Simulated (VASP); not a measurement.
BP:

```
P B
1.0
     0.00000    2.26900    2.26900
     2.26900    0.00000    2.26900
     2.26900    2.26900    0.00000
P B
1 1
Direct
  0.75000 0.75000 0.75000
  0.00000 0.00000 0.00000
```

Program: VASP 6.6.1. Alike in all runs: task band structure; no spin polarisation; cell as given; k mesh 10 × 10 × 10; cutoff (eV) 520; smearing fermi-dirac 0.05 eV.

Order these runs on this cell by their pressure, lowest first.
A. level LDA; potentials or basis VASP PAW LDA potentials, release 64 (P, B); other keys MAXMIX = 10
B. level SCAN; potentials or basis VASP PAW PBE potentials, release 64 (P, B)
C. level TPSS; potentials or basis VASP PAW PBE potentials, release 64 (P, B)

A (-5.3 GPa), B (-1.7 GPa), C (0.7 GPa).

Caveats: the PAW data sets were made with another functional, which shifts forces and pressure a little (some runs).

Runs at the PBE level aren't shown here.
